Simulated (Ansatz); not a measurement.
CuO:

```
Cu O
1.0
     1.99097   -2.15355    0.00000
     1.99097    2.15355    0.00000
     0.00000    0.00000    5.15593
Cu O
2 2
Direct
  0.50000 0.00000 0.00000
  0.00000 0.50000 0.50000
  0.50000 0.50000 0.25000
  0.50000 0.50000 0.75000
```

Measurements of this composition are mostly on another form, of space group No. 15.

```yaml
Program: Ansatz 0.2.0
Task: relaxation of cell and atoms
Functional: PBEsol
Potentials_or_basis: Ansatz PAW
Cutoff: "420 eV (not typed: the program's choice for these potentials)"
k_mesh: 9 × 9 × 5
Occupations: fermi-dirac, width 0.05 eV
Spin: no spin polarisation
```

At the start: volume 11.05 Å³/atom.

How do energy, volume and symmetry change on relaxing?

It ends after 10 steps and the volume is 10.67 Å³/atom (-3.5 %); space group P4_2/mmc (No. 131, to 0.05 Å).

The path:
```
step  energy change (eV)  largest force (eV/Å)  volume (Å³)
   1              0.0000                0.0000        44.21
   2             -0.0274                0.0000        43.43
   3             -0.0408                0.0000        42.59
   4             -0.0416                0.0000        42.72
   5             -0.0417                0.0000        42.70
   6             -0.0374                0.0000        42.70
   7             -0.0380                0.0000        42.66
   8             -0.0378                0.0000        42.66
   9             -0.0379                0.0000        42.67
  10             -0.0379                0.0000        42.67
```

Final structure:
```cif
data_structure
_symmetry_space_group_name_H-M 'P 1'
_symmetry_Int_Tables_number 1
_cell_length_a 2.8955
_cell_length_b 2.8955
_cell_length_c 5.0891
_cell_angle_alpha 90.000
_cell_angle_beta 90.000
_cell_angle_gamma 90.196
_cell_volume 42.67
loop_
_atom_site_label
_atom_site_type_symbol
_atom_site_fract_x
_atom_site_fract_y
_atom_site_fract_z
_atom_site_occupancy
Cu1 Cu 0.50000 0.00000 0.00000 1
Cu2 Cu 0.00000 0.50000 0.50000 1
O1 O 0.50000 0.50000 0.25000 1
O2 O 0.50000 0.50000 0.75000 1
```

Caveat: the plane-wave basis is chosen anew once the cell has moved, so the energies of steps on either side of that aren't comparable; the pressure holds a Pulay correction of +0.7 GPa for the finite cutoff; the run has no spin polarisation, though such a crystal can be magnetic; the PAW data sets come from PBE, with cores solved anew for the run's functional, which leaves a small shift of forces and pressure.
